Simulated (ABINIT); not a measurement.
# Pb (Fm-3m) in ABINIT: settings compared, part 2 of 3

ABINIT 10.8.3 (patched build). The steps go on from the part before.

## Step 3: Band structure, RPBE

File run.abi:

```
# Datasets: ground state, then fixed potential
ndtset 2

# Pseudopotentials
pp_dirpath "./"
pseudos "Pb.GGA_PBE-JTH.xml"

# Structure
acell 6.6144323282 6.6144323282 6.6144323282
rprim
     0.0000000000     0.7071067812     0.7071067812
     0.7071067812     0.0000000000     0.7071067812
     0.7071067812     0.7071067812     0.0000000000
ntypat 1
znucl 82
natom 1
typat 1
xred
     0.0000000000     0.0000000000     0.0000000000

# Plane-wave basis
ecut 17.0
pawecutdg 34.0

# Exchange and correlation
ixc 15

# Bands and occupations
occopt 3
tsmear 0.05 eV

# SCF cycle
nstep 100

# Output
iomode 3
prtwf 0
prteig 0
prtebands 0
prtden1 1

# Dataset 1
kptopt1 1
ngkpt1 9 9 9
nshiftk1 1
shiftk1 0.0 0.0 0.0
nband1 11
tolvrs1 1.0e-9

# Dataset 2: bands along G-X-W-K-G-L-U-W-L-K
iscf2 -2
getden2 1
nband2 15
nbdbuf2 2
tolwfr2 1.0e-12
kptopt2 -9
ndivsm2 8
prteig2 1
prtvol2 -3
kptbounds2
     0.0000000000     0.0000000000     0.0000000000
     0.5000000000     0.0000000000     0.5000000000
     0.5000000000     0.2500000000     0.7500000000
     0.3750000000     0.3750000000     0.7500000000
     0.0000000000     0.0000000000     0.0000000000
     0.5000000000     0.5000000000     0.5000000000
     0.6250000000     0.2500000000     0.6250000000
     0.5000000000     0.2500000000     0.7500000000
     0.5000000000     0.5000000000     0.5000000000
     0.3750000000     0.3750000000     0.7500000000
```

Potentials or basis: JTH PAW PBE v2.0.

Run with:

```console
> abinit run.abi > log 2>&1
```

run.abo:

```text
.Version 10.8.3 of ABINIT
 DATASET    1 : space group Fm -3 m (#225); Bravais cF (face-center cubic)
================================================================================
 Values of the parameters that define the memory need for DATASET  1.
     intxc =       0    ionmov =       0      iscf =      17    lmnmax =      18
     lnmax =       6     mgfft =      27  mpssoang =       3    mqgrid =    3001
     natom =       1  nloc_mem =       2    nspden =       1   nspinor =       1
    nsppol =       1      nsym =      48    n1xccc =       1    ntypat =       1
    occopt =       3   xclevel =       2
       mpw =         696          nfft =       19683          nkpt =          35
 PAW method is used; the additional fine FFT grid is defined by:
   mgfftf=        36    nfftf =     46656
================================================================================
================================================================================

 DATASET    2 : space group Fm -3 m (#225); Bravais cF (face-center cubic)
================================================================================
 Values of the parameters that define the memory need for DATASET  2.
     intxc =       0    ionmov =       0      iscf =      -2    lmnmax =      18
[... 1177 lines left out ...]
 kpt#   4, nband= 15, wtk=  1.00000, kpt=  0.0652  0.0000  0.0652 (reduced coord)
  -0.35555   -0.35484   -0.35484   -0.35051   -0.35007   -0.15341    0.52103    0.53021
   0.53021    0.61934    0.71848    0.75488    0.75663    0.75663    0.76752
 kpt#   5, nband= 15, wtk=  1.00000, kpt=  0.0870  0.0000  0.0870 (reduced coord)
  -0.35571   -0.35451   -0.35451   -0.35069   -0.34992   -0.15029    0.50498    0.51878
   0.51878    0.61138    0.72109    0.75846    0.76838    0.77165    0.77165
 kpt#   6, nband= 15, wtk=  1.00000, kpt=  0.1087  0.0000  0.1087 (reduced coord)
  -0.35595   -0.35408   -0.35408   -0.35092   -0.34974   -0.14627    0.48753    0.50604
[... 386 lines left out ...]
  -0.35727   -0.35252   -0.34999   -0.34913   -0.34583    0.00773    0.17024    0.27269
   0.41028    0.53040    0.77149    0.79988    0.81376    0.91119    0.91438
 kpt# 136, nband= 15, wtk=  1.00000, kpt=  0.4018  0.4018  0.6964 (reduced coord)
  -0.35757   -0.35273   -0.34931   -0.34901   -0.34586    0.01312    0.17952    0.25295
   0.40264    0.52487    0.75097    0.82332    0.83235    0.90885    0.91146
 kpt# 137, nband= 15, wtk=  1.00000, kpt=  0.3929  0.3929  0.7143 (reduced coord)
  -0.35787   -0.35318   -0.34872   -0.34865   -0.34584    0.01817    0.18815    0.23669
   0.39572    0.52007    0.73080    0.84753    0.85006    0.90712    0.90815
 kpt# 138, nband= 15, wtk=  1.00000, kpt=  0.3839  0.3839  0.7321 (reduced coord)
  -0.35814   -0.35372   -0.34823   -0.34821   -0.34574    0.02236    0.19310    0.22746
   0.38961    0.51599    0.71120    0.86522    0.87215    0.90310    0.91064
 kpt# 139, nband= 15, wtk=  1.00000, kpt=  0.3750  0.3750  0.7500 (reduced coord)
  -0.35840   -0.35429   -0.34790   -0.34776   -0.34557    0.02502    0.19063    0.22969
   0.38440    0.51263    0.69225    0.87536    0.89401    0.90282    0.91864

== END DATASET(S) ==============================================================
================================================================================

 -outvars: echo values of variables after computation  --------
            acell      6.6144323282E+00  6.6144323282E+00  6.6144323282E+00 Bohr
           etotal1    -6.1146811269E+01
            fcart1    -0.0000000000E+00 -0.0000000000E+00 -0.0000000000E+00
            rprim      0.0000000000E+00  7.0710678120E-01  7.0710678120E-01
                       7.0710678120E-01  0.0000000000E+00  7.0710678120E-01
                       7.0710678120E-01  7.0710678120E-01  0.0000000000E+00
           strten1    -6.3318624040E-05 -6.3318624040E-05 -6.3318624040E-05
                       0.0000000000E+00  0.0000000000E+00  0.0000000000E+00
 Calculation completed.
```

It took 48 s on 1 thread of Arm Neoverse V1, shared host; peak memory 0.12 GiB.

Results:

```yaml
Free_energy: -1663.8895 eV
Band_gap_on_the_k_mesh: none (metal or under the smearing width)
Valence_electrons_inside_the_program's_atomic_spheres: Pb 11.40 (radii [1.2714] Å)
```

Levels at the corners of the path, in eV from the Fermi level:
```tsv
point	band 4	band 5	band 6	band 7	band 8	band 9	band 10	band 11
Γ	-16.87	-16.87	-11.62	7.57	7.57	7.57	9.88	11.43
X	-16.70	-16.70	-6.57	-3.14	2.19	2.19	5.52	6.80
W	-16.82	-16.70	-6.47	-1.24	-1.24	0.41	10.99	12.32
K	-16.80	-16.74	-6.66	-2.15	-1.09	3.12	6.61	11.50
Γ	-16.87	-16.87	-11.62	7.57	7.57	7.57	9.88	11.43
L	-16.73	-16.73	-7.98	-4.08	5.73	5.73	9.35	9.60
U	-16.80	-16.74	-6.66	-2.15	-1.09	3.12	6.61	11.50
W	-16.82	-16.70	-6.47	-1.24	-1.24	0.41	10.99	12.32
L	-16.73	-16.73	-7.98	-4.08	5.73	5.73	9.35	9.60
K	-16.80	-16.74	-6.66	-2.15	-1.09	3.12	6.61	11.50
```

Caveat: the cutoff is too short for stress, so the log's stress isn't used; the PAW data sets were made with another functional, which shifts forces and pressure a little; spin-orbit coupling is left out, which moves the levels of the heavy elements.

## Step 4: Band structure, PBEsol, spin-orbit coupling, no magnetisation

run.abi, as its differences from that of step 3:

```diff
@@ -17,4 +17,4 @@
 typat 1
-xred
-     0.0000000000     0.0000000000     0.0000000000
+xcart
+     0.0000000000     0.0000000000     0.0000000000 Angstrom
 
@@ -25,3 +25,3 @@
 # Exchange and correlation
-ixc 15
+ixc -116133
 
@@ -30,2 +30,7 @@
 tsmear 0.05 eV
+
+# Spin
+nspinor 2
+nspden 1
+pawspnorb 1
 
@@ -39,2 +44,3 @@
 prtebands 0
+enunit 1
 prtden1 1
@@ -42,3 +48,3 @@
 # Dataset 1
-kptopt1 1
+kptopt1 4
 ngkpt1 9 9 9
@@ -46,3 +52,3 @@
 shiftk1 0.0 0.0 0.0
-nband1 11
+nband1 22
 tolvrs1 1.0e-9
@@ -52,3 +58,3 @@
 getden2 1
-nband2 15
+nband2 30
 nbdbuf2 2
@@ -58,3 +64,2 @@
 prteig2 1
-prtvol2 -3
 kptbounds2
```

Potentials or basis: JTH PAW PBE v2.0.

Run with:

```console
> abinit run.abi > log 2>&1
```

run.abo:

```text
.Version 10.8.3 of ABINIT
 DATASET    1 : space group F4 3 2 (#209); Bravais cF (face-center cubic)
================================================================================
 Values of the parameters that define the memory need for DATASET  1.
     intxc =       0    ionmov =       0      iscf =      17    lmnmax =      18
     lnmax =       6     mgfft =      27  mpssoang =       3    mqgrid =    3001
     natom =       1  nloc_mem =       2    nspden =       1   nspinor =       2
    nsppol =       1      nsym =      24    n1xccc =       1    ntypat =       1
    occopt =       3   xclevel =       2
       mpw =         701          nfft =       19683          nkpt =          39
 PAW method is used; the additional fine FFT grid is defined by:
   mgfftf=        36    nfftf =     46656
================================================================================
================================================================================

 DATASET    2 : space group F4 3 2 (#209); Bravais cF (face-center cubic)
================================================================================
 Values of the parameters that define the memory need for DATASET  2.
     intxc =       0    ionmov =       0      iscf =      -2    lmnmax =      18
     lnmax =       6     mgfft =      27  mpssoang =       3    mqgrid =    3001
     natom =       1  nloc_mem =       2    nspden =       1   nspinor =       2
    nsppol =       1      nsym =      24    n1xccc =       1    ntypat =       1
    occopt =       3   xclevel =       2
       mpw =         701          nfft =       19683          nkpt =         139
 PAW method is used; the additional fine FFT grid is defined by:
   mgfftf=        36    nfftf =     46656
================================================================================
================================================================================

--------------------------------------------------------------------------------
------------- Echo of variables that govern the present computation ------------
--------------------------------------------------------------------------------
 -outvars: echo values of preprocessed input variables --------
            acell      6.6144323282E+00  6.6144323282E+00  6.6144323282E+00 Bohr
              amu      2.07200000E+02
             ecut      1.70000000E+01 Hartree
           enunit           1
           getden1          0
           getden2          1
             iscf1         17
             iscf2         -2
                       outvar_i_n : Printing only first  50 k-points.
              ixc     -116133
           jdtset        1    2
                       outvar_i_n : Printing only first  50 k-points.
           kptopt1          4
           kptopt2         -9
         kptrlatt        9    0    0      0    9    0      0    0    9
          kptrlen1     5.95298910E+01
          kptrlen2     3.00000000E+01
            natom           1
            nband1         22
            nband2         30
           nbdbuf1          0
           nbdbuf2          2
           ndtset           2
           ndivsm1          0
           ndivsm2          8
            ngfft          27      27      27
          ngfftdg          36      36      36
             nkpt1         39
             nkpt2        139
          nspinor           2
[... 1619 lines left out ...]
 -3.1693E-01 -3.1693E-01 -3.1200E-01 -3.1200E-01  1.1444E-02  1.1444E-02
  1.7010E-01  1.7010E-01  2.1868E-01  2.1868E-01  3.7694E-01  3.7694E-01
  5.0608E-01  5.0608E-01  7.0050E-01  7.0050E-01  8.5057E-01  8.5057E-01
  8.6007E-01  8.6007E-01  8.9019E-01  8.9019E-01  9.0843E-01  9.0843E-01
 Non-SCF case, kpt  139 (  0.37500  0.37500  0.75000), residuals and eigenvalues=
  3.33E-13  6.14E-13  2.42E-13  3.72E-13  3.82E-13  9.89E-13  6.36E-13  8.79E-13
  4.53E-13  4.54E-13  3.82E-13  6.24E-13  3.94E-13  8.04E-13  3.16E-13  3.53E-13
  2.03E-13  3.18E-13  7.72E-13  9.00E-13  5.77E-13  6.55E-13  2.77E-13  3.51E-13
  4.87E-13  7.82E-13  2.89E-13  8.17E-13  3.84E-13  6.76E-13
 -4.1099E-01 -4.1099E-01 -4.0959E-01 -4.0959E-01 -3.1940E-01 -3.1940E-01
 -3.1709E-01 -3.1709E-01 -3.1165E-01 -3.1165E-01  1.4121E-02  1.4121E-02
  1.6808E-01  1.6808E-01  2.2036E-01  2.2036E-01  3.7188E-01  3.7188E-01
  5.0270E-01  5.0270E-01  6.8166E-01  6.8166E-01  8.6723E-01  8.6723E-01
  8.6854E-01  8.6854E-01  8.9831E-01  8.9831E-01  9.1484E-01  9.1484E-01

--- !ResultsGS
iteration_state: {dtset: 2, }
comment   : Summary of ground state results
lattice_vectors:
- [  0.0000000,   4.6771100,   4.6771100, ]
- [  4.6771100,   0.0000000,   4.6771100, ]
- [  4.6771100,   4.6771100,   0.0000000, ]
lattice_lengths: [   6.61443,    6.61443,    6.61443, ]
lattice_angles: [ 60.000,  60.000,  60.000, ] # degrees, (23, 13, 12)
lattice_volume:   2.0462690E+02
convergence: {deltae:  0.000E+00, res2:  0.000E+00, residm:  9.992E-13, diffor:  0.000E+00, }
etotal    :  -6.12605968E+01
entropy   :   0.00000000E+00
fermie    :   2.56144307E-01
cartesian_stress_tensor: null
pressure_GPa: null
xred      :
- [  0.0000E+00,   0.0000E+00,   0.0000E+00, Pb]
cartesian_forces: null
force_length_stats: {min: null, max: null, mean: null, }
...

 Integrated electronic density in atomic spheres:
 ------------------------------------------------
 Atom  Sphere_radius  Integrated_density
    1        2.40264         11.42312060

================================================================================

 ----iterations are completed or convergence reached----

 Mean square residual over all n,k,spin=   52.909E-14; max=  99.921E-14
 reduced coordinates (array xred) for    1 atoms
       0.000000000000      0.000000000000      0.000000000000

 cartesian coordinates (angstrom) at end:
    1      0.00000000000000     0.00000000000000     0.00000000000000
 length scales=  6.614432328200  6.614432328200  6.614432328200 bohr
              =  3.500206848769  3.500206848769  3.500206848769 angstroms
 Eigenvalues (   eV  ) for nkpt= 139  k points:
 kpt#   1, nband= 30, wtk=  1.00000, kpt=  0.0000  0.0000  0.0000 (reduced coord)
 -11.22081  -11.22081  -11.22081  -11.22081   -8.74350   -8.74350   -8.64448   -8.64448
  -8.64448   -8.64448   -4.58043   -4.58043   12.28670   12.28670   15.47677   15.47677
  15.47677   15.47677   17.01351   17.01351   18.47394   18.47394   19.57408   19.57408
  19.57408   19.57408   19.96707   19.96707   21.63015   21.64078
 kpt#   2, nband= 30, wtk=  1.00000, kpt=  0.0217  0.0000  0.0217 (reduced coord)
 -11.21983  -11.21983  -11.21909  -11.21909   -8.74137   -8.74137   -8.64342   -8.64342
  -8.64319   -8.64319   -4.56835   -4.56835   12.24369   12.24369   15.36597   15.36597
  15.40671   15.40671   16.96350   16.96350   18.58966   18.58966   19.64036   19.64036
  19.65363   19.65363   20.04262   20.04262   21.56358   21.56374
 kpt#   3, nband= 30, wtk=  1.00000, kpt=  0.0435  0.0000  0.0435 (reduced coord)
 -11.21973  -11.21973  -11.21821  -11.21821   -8.73995   -8.73995   -8.64379   -8.64379
  -8.64239   -8.64239   -4.53212   -4.53212   12.11865   12.11865   15.07620   15.07620
  15.21130   15.21130   16.82765   16.82765   18.88517   18.88517   19.83494   19.83494
  19.87364   19.87364   20.25633   20.25633   21.20785   21.20792
 kpt#   4, nband= 30, wtk=  1.00000, kpt=  0.0652  0.0000  0.0652 (reduced coord)
 -11.21900  -11.21900  -11.21591  -11.21591   -8.73674   -8.73674   -8.64379   -8.64379
[... 664 lines left out ...]
 -11.18378  -11.18378  -11.14558  -11.14558   -8.69079   -8.69079   -8.61898   -8.61898
  -8.50007   -8.50007    0.19710    0.19710    4.54678    4.54678    6.14775    6.14775
  10.42175   10.42175   13.88228   13.88228   19.59035   19.59035   22.58148   22.58148
  22.97214   22.97214   24.17893   24.17893   24.72024   24.72024
 kpt# 138, nband= 30, wtk=  1.00000, kpt=  0.3839  0.3839  0.7321 (reduced coord)
 -11.18330  -11.18330  -11.14537  -11.14537   -8.69025   -8.69025   -8.62402   -8.62402
  -8.48999   -8.48999    0.31142    0.31142    4.62875    4.62875    5.95071    5.95071
  10.25700   10.25700   13.77107   13.77107   19.06153   19.06153   23.14526   23.14526
  23.40375   23.40375   24.22326   24.22326   24.71956   24.71956
 kpt# 139, nband= 30, wtk=  1.00000, kpt=  0.3750  0.3750  0.7500 (reduced coord)
 -11.18358  -11.18358  -11.14554  -11.14554   -8.69121   -8.69121   -8.62855   -8.62855
  -8.48050   -8.48050    0.38424    0.38424    4.57377    4.57377    5.99640    5.99640
  10.11926   10.11926   13.67928   13.67928   18.54882   18.54882   23.59852   23.59852
  23.63417   23.63417   24.44415   24.44415   24.89394   24.89394

== END DATASET(S) ==============================================================
================================================================================

 -outvars: echo values of variables after computation  --------
            acell      6.6144323282E+00  6.6144323282E+00  6.6144323282E+00 Bohr
           etotal1    -6.1260596791E+01
            fcart1    -0.0000000000E+00 -0.0000000000E+00 -0.0000000000E+00
            rprim      0.0000000000E+00  7.0710678120E-01  7.0710678120E-01
                       7.0710678120E-01  0.0000000000E+00  7.0710678120E-01
                       7.0710678120E-01  7.0710678120E-01  0.0000000000E+00
           strten1     8.7319877750E-05  8.7319877750E-05  8.7319877750E-05
                       0.0000000000E+00  0.0000000000E+00  0.0000000000E+00
 Calculation completed.
```

Run time: 4.2 min. Hardware: 1 thread of Arm Neoverse V1, shared host; peak memory 0.18 GiB.

What came out:

| Item | Value |
| --- | --- |
| Free energy | -1666.9858 eV |
| Band gap on the k mesh | none (metal or under the smearing width) |
| Valence electrons inside the program's atomic spheres | Pb 11.42 (radii [1.2714] Å) |

Levels at the corners of the path, in eV from the Fermi level:
```
point  band 11  band 12  band 13  band 14  band 15  band 16  band 17  band 18
    Γ   -11.55   -11.55     5.32     5.32     8.51     8.51     8.51     8.51
    X    -6.50    -6.50    -3.27    -3.27     1.59     1.59     2.80     2.80
    W    -6.40    -6.40    -1.89    -1.89    -0.79    -0.79     0.56     0.56
    K    -6.59    -6.59    -2.40    -2.40    -0.97    -0.97     3.15     3.15
    Γ   -11.55   -11.55     5.32     5.32     8.51     8.51     8.51     8.51
    L    -7.90    -7.90    -4.15    -4.15     4.72     4.72     6.56     6.56
    U    -6.59    -6.59    -2.40    -2.40    -0.97    -0.97     3.15     3.15
    W    -6.40    -6.40    -1.89    -1.89    -0.79    -0.79     0.56     0.56
    L    -7.90    -7.90    -4.15    -4.15     4.72     4.72     6.56     6.56
    K    -6.59    -6.59    -2.40    -2.40    -0.97    -0.97     3.15     3.15
```

Caveat: the cutoff is too short for stress, so the log's stress isn't used; the PAW data sets were made with another functional, which shifts forces and pressure a little.

(Continued in part 3 of 3.)
